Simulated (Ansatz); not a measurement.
# Ti: energy and pressure over a range of volumes

Aim: scale the cell of Ti up and down at fixed shape and fractional positions, and get the equilibrium volume and bulk modulus with PAW.

Method: DFT r²SCAN, scalar-relativistic, in Ansatz 0.2.0.

## (1) The system as given

Symmetry: Im-3m, No. 229, cubic system. The conventional cell has a = 3.252 Å, b = 3.252 Å, c = 3.252 Å, α = 90.00°, β = 90.00°, γ = 90.00°. Ti (site symmetry m-3m) has 8 Ti at 2.82 Å as nearest neighbours.

Structure file:

```
Ti
1.0
    -1.62582    1.62582    1.62582
     1.62582   -1.62582    1.62582
     1.62582    1.62582   -1.62582
Ti
1
Direct
  0.00000 0.00000 0.00000
```

Structure from a Materials Project entry, not relaxed further.

## (2) Volume × 0.9405, PAW

input.yaml reads:

```yaml
crystal:
  lattice:
    - [-1.5929110323, 1.5929110323, 1.5929110323]
    - [1.5929110323, -1.5929110323, 1.5929110323]
    - [1.5929110323, 1.5929110323, -1.5929110323]
  atoms:
    - { symbol: Ti, position: [0.0, 0.0, 0.0] }
kpoints:
  mp_grid: { grid: [18, 18, 18] }
scf:
  occupations: { method: fermi_dirac, width: 0.05 }
hamiltonian:
  xc: r2scan
  pseudopotentials: { kind: paw }
output:
  forces: true
  stress: true
  eigenvalues: true
  efg: { contact_densities: true }
```

Command:

```
$ ansatz run input.yaml --threads 1 --pin off --max-ram 2048MiB --backend cpu --events-out ev --progress --plain --runs-dir out
```

The program printed, shortened:

```text
[...]
Pseudopotentials: kind: paw
Pseudopotential: Ti, paw, valence charge 12, recommended cutoff 500 eV (meta_gga)
Functional definition: r2SCAN
[...]
Crystal: 1 atoms, lattice volume = 16.167 Å³
Basis set: ecut = 500 eV, 381 PW (Γ), exchange–correlation on 96×96×96 points (64 copies of the dense FFT grid, shifted against one another)
Bands: 10, of which v1, the nominal top of the filled ones, is band 6 counted from 1 (5 counted from 0)
Symmetry: 48 space group operations
Space group: Im-3m (ITA 229), of the structure as read, at distance tolerance 2.5e-5 Å
k-points: 195 of 5832
[...]
SCF iter   1: F=—  HF=-2504.189121 eV  |F-HF|=—  |Δ(HF+E_count)|=         —  Δρ=1.39e-2  dr2=2.54e-2  dr2_τ=9.09e-3  ethr=1.77e-3  ⟨swp⟩=4.6  Hψ=10630  notcnv=0
[...]
SCF iter   6: F=-2504.219344 eV  HF=-2504.219344 eV  |F-HF|=1.20e-9  |Δ(HF+E_count)|=   3.56e-7  Δρ=3.74e-6  dr2=7.68e-10  dr2_τ=7.83e-11  ethr=8.33e-10  ⟨swp⟩=5.0  Hψ=8574  notcnv=0
[...]
SCF converged after 6 iterations
Free energy (F): -2504.219344 eV
[...]
E sigma→0 (E₀):  -2504.211436 eV
Entropy (-TS):   -0.015815 eV (-15.815 meV/atom)
Fermi energy:    14.287388 eV
[...]
--- Forces (eV/Å), atoms counted from 1 ---
  atom   1  Ti    -0.00000000     0.00000000    -0.00000000
[...]
--- Stress (GPa, compression-positive) ---
        7.639943       0.000000      -0.000000
       -0.000000       7.639943       0.000000
       -0.000000       0.000000       7.639943
  P = ⅓ Tr σ = 7.6399 GPa (76.399 kbar)
--- Band table (eV; the first three rows and the last of 195) ---
  k-point 0: bands = ["-44.4874", "-19.1898", "-19.1898", "-19.1898", "7.7876", "15.4960", "15.4960", "15.4960", "17.4378", "17.4378"]
[...]
```

Run time: 5 s. Hardware: 1 thread of Arm Neoverse V2, shared host.

Read from it: pressure 7.64 GPa; no gap.

## (3) Volume × 0.98, PAW

Edit input.yaml of step 2 so:

```diff
@@ -2,5 +2,5 @@
   lattice:
-    - [-1.5929110323, 1.5929110323, 1.5929110323]
-    - [1.5929110323, -1.5929110323, 1.5929110323]
-    - [1.5929110323, 1.5929110323, -1.5929110323]
+    - [-1.6149061139, 1.6149061139, 1.6149061139]
+    - [1.6149061139, -1.6149061139, 1.6149061139]
+    - [1.6149061139, 1.6149061139, -1.6149061139]
   atoms:
```

Command:

```
$ ansatz run input.yaml --threads 1 --pin off --max-ram 2048MiB --backend cpu --events-out ev --progress --plain --runs-dir out
```

The program printed, shortened:

```text
[...]
Pseudopotentials: kind: paw
Pseudopotential: Ti, paw, valence charge 12, recommended cutoff 500 eV (meta_gga)
Functional definition: r2SCAN
[...]
Crystal: 1 atoms, lattice volume = 16.846 Å³
Basis set: ecut = 500 eV, 429 PW (Γ), exchange–correlation on 96×96×96 points (64 copies of the dense FFT grid, shifted against one another)
Bands: 10, of which v1, the nominal top of the filled ones, is band 6 counted from 1 (5 counted from 0)
Symmetry: 48 space group operations
Space group: Im-3m (ITA 229), of the structure as read, at distance tolerance 2.6e-5 Å
k-points: 195 of 5832
[...]
SCF iter   1: F=—  HF=-2504.215851 eV  |F-HF|=—  |Δ(HF+E_count)|=         —  Δρ=1.43e-2  dr2=2.88e-2  dr2_τ=7.54e-3  ethr=1.77e-3  ⟨swp⟩=4.6  Hψ=10652  notcnv=0
[...]
SCF iter   6: F=-2504.240279 eV  HF=-2504.240279 eV  |F-HF|=9.33e-10  |Δ(HF+E_count)|=   4.73e-7  Δρ=3.57e-6  dr2=7.79e-10  dr2_τ=9.84e-11  ethr=8.33e-10  ⟨swp⟩=5.0  Hψ=8594  notcnv=0
[...]
SCF converged after 6 iterations
Free energy (F): -2504.240279 eV
[...]
E sigma→0 (E₀):  -2504.231914 eV
Entropy (-TS):   -0.016729 eV (-16.729 meV/atom)
Fermi energy:    13.617114 eV
[...]
--- Forces (eV/Å), atoms counted from 1 ---
  atom   1  Ti    -0.00000000     0.00000000    -0.00000000
[...]
--- Stress (GPa, compression-positive) ---
        2.391188      -0.000000       0.000000
       -0.000000       2.391188      -0.000000
        0.000000       0.000000       2.391188
  P = ⅓ Tr σ = 2.3912 GPa (23.912 kbar)
--- Band table (eV; the first three rows and the last of 195) ---
  k-point 0: bands = ["-45.2474", "-20.0045", "-20.0045", "-20.0045", "7.1890", "14.7843", "14.7843", "14.7843", "16.6319", "16.6319"]
[...]
```

Run time: 5 s. Hardware: 1 thread of Arm Neoverse V2, shared host.

In short: pressure 2.39 GPa; no gap.

## (4) Volume × 1.02, PAW

Edit input.yaml of step 3 so:

```diff
@@ -2,5 +2,5 @@
   lattice:
-    - [-1.6149061139, 1.6149061139, 1.6149061139]
-    - [1.6149061139, -1.6149061139, 1.6149061139]
-    - [1.6149061139, 1.6149061139, -1.6149061139]
+    - [-1.6365852929, 1.6365852929, 1.6365852929]
+    - [1.6365852929, -1.6365852929, 1.6365852929]
+    - [1.6365852929, 1.6365852929, -1.6365852929]
   atoms:
```

Command:

```
$ ansatz run input.yaml --threads 1 --pin off --max-ram 2048MiB --backend cpu --events-out ev --progress --plain --runs-dir out
```

The program printed, shortened:

```text
[...]
Pseudopotentials: kind: paw
Pseudopotential: Ti, paw, valence charge 12, recommended cutoff 500 eV (meta_gga)
Functional definition: r2SCAN
[...]
Crystal: 1 atoms, lattice volume = 17.534 Å³
Basis set: ecut = 500 eV, 429 PW (Γ), exchange–correlation on 96×96×96 points (64 copies of the dense FFT grid, shifted against one another)
Bands: 10, of which v1, the nominal top of the filled ones, is band 6 counted from 1 (5 counted from 0)
Symmetry: 48 space group operations
Space group: Im-3m (ITA 229), of the structure as read, at distance tolerance 2.6e-5 Å
k-points: 195 of 5832
[...]
SCF iter   1: F=—  HF=-2504.221229 eV  |F-HF|=—  |Δ(HF+E_count)|=         —  Δρ=1.45e-2  dr2=3.22e-2  dr2_τ=6.43e-3  ethr=1.77e-3  ⟨swp⟩=4.6  Hψ=10706  notcnv=0
[...]
SCF iter   6: F=-2504.240684 eV  HF=-2504.240684 eV  |F-HF|=1.28e-9  |Δ(HF+E_count)|=   5.81e-7  Δρ=3.97e-6  dr2=1.17e-9  dr2_τ=1.46e-10  ethr=8.33e-10  ⟨swp⟩=5.1  Hψ=8616  notcnv=0
[...]
SCF converged after 6 iterations
Free energy (F): -2504.240684 eV
[...]
E sigma→0 (E₀):  -2504.231700 eV
Entropy (-TS):   -0.017967 eV (-17.967 meV/atom)
Fermi energy:    12.987322 eV
[...]
--- Forces (eV/Å), atoms counted from 1 ---
  atom   1  Ti    -0.00000000    -0.00000000     0.00000000
[...]
--- Stress (GPa, compression-positive) ---
       -2.071471       0.000000       0.000000
        0.000000      -2.071471      -0.000000
       -0.000000       0.000000      -2.071471
  P = ⅓ Tr σ = -2.0715 GPa (-20.715 kbar)
--- Band table (eV; the first three rows and the last of 195) ---
  k-point 0: bands = ["-45.9679", "-20.7709", "-20.7709", "-20.7709", "6.6378", "14.1129", "14.1129", "14.1129", "15.8725", "15.8725"]
[...]
```

It took 5.1 s on 1 thread of Arm Neoverse V2, shared host.

Read from it: pressure -2.07 GPa; no gap.

## (5) Volume × 1.06, PAW

Edit input.yaml of step 4 so:

```diff
@@ -2,5 +2,5 @@
   lattice:
-    - [-1.6365852929, 1.6365852929, 1.6365852929]
-    - [1.6365852929, -1.6365852929, 1.6365852929]
-    - [1.6365852929, 1.6365852929, -1.6365852929]
+    - [-1.6577048519, 1.6577048519, 1.6577048519]
+    - [1.6577048519, -1.6577048519, 1.6577048519]
+    - [1.6577048519, 1.6577048519, -1.6577048519]
   atoms:
```

Command:

```
$ ansatz run input.yaml --threads 1 --pin off --max-ram 2048MiB --backend cpu --events-out ev --progress --plain --runs-dir out
```

The program printed, shortened:

```text
[...]
Pseudopotentials: kind: paw
Pseudopotential: Ti, paw, valence charge 12, recommended cutoff 500 eV (meta_gga)
Functional definition: r2SCAN
[...]
Crystal: 1 atoms, lattice volume = 18.221 Å³
Basis set: ecut = 500 eV, 459 PW (Γ), exchange–correlation on 96×96×96 points (64 copies of the dense FFT grid, shifted against one another)
Bands: 10, of which v1, the nominal top of the filled ones, is band 6 counted from 1 (5 counted from 0)
Symmetry: 48 space group operations
Space group: Im-3m (ITA 229), of the structure as read, at distance tolerance 2.6e-5 Å
k-points: 195 of 5832
[...]
SCF iter   1: F=—  HF=-2504.208568 eV  |F-HF|=—  |Δ(HF+E_count)|=         —  Δρ=1.49e-2  dr2=3.64e-2  dr2_τ=5.66e-3  ethr=1.77e-3  ⟨swp⟩=4.5  Hψ=10767  notcnv=0
[...]
SCF iter   6: F=-2504.223538 eV  HF=-2504.223538 eV  |F-HF|=1.97e-9  |Δ(HF+E_count)|=   6.89e-7  Δρ=4.52e-6  dr2=1.76e-9  dr2_τ=2.11e-10  ethr=8.33e-10  ⟨swp⟩=5.1  Hψ=8646  notcnv=0
[...]
SCF converged after 6 iterations
Free energy (F): -2504.223538 eV
[...]
E sigma→0 (E₀):  -2504.213882 eV
Entropy (-TS):   -0.019314 eV (-19.314 meV/atom)
Fermi energy:    12.401117 eV
[...]
--- Forces (eV/Å), atoms counted from 1 ---
  atom   1  Ti    -0.00000000     0.00000000    -0.00000000
[...]
--- Stress (GPa, compression-positive) ---
       -5.810997       0.000000      -0.000000
        0.000000      -5.810997      -0.000000
        0.000000      -0.000000      -5.810997
  P = ⅓ Tr σ = -5.8110 GPa (-58.110 kbar)
--- Band table (eV; the first three rows and the last of 195) ---
  k-point 0: bands = ["-46.6435", "-21.4850", "-21.4850", "-21.4850", "6.1348", "13.4859", "13.4859", "13.4859", "15.1638", "15.1638"]
[...]
```

It took 5.2 s on 1 thread of Arm Neoverse V2, shared host.

This run gives: pressure -5.81 GPa; no gap.

## (6) The equation of state

The rows at scale 1 come from earlier runs of the unscaled cell with the same settings.

```
method  volume (Å³/atom)  F above the lowest (meV/atom)  pressure (GPa)
   PAW            16.167                           23.5            7.64
   PAW            16.846                            2.6            2.39
   PAW            17.190                            0.0            0.06
   PAW            17.534                            2.2           -2.07
   PAW            18.221                           19.3           -5.81
```

## (7) Results

```
                     quantity           value
     equilibrium volume (PAW)  17.200 Å³/atom
           bulk modulus (PAW)         111 GPa
its pressure derivative (PAW)             3.4
```

**Reading.** A third-order Birch-Murnaghan fit to the PAW pressures puts zero pressure at 17.20 Å³/atom, less than 0.1 % from the given cell, with a bulk modulus of 111 GPa. No thermal or zero-point expansion is included.
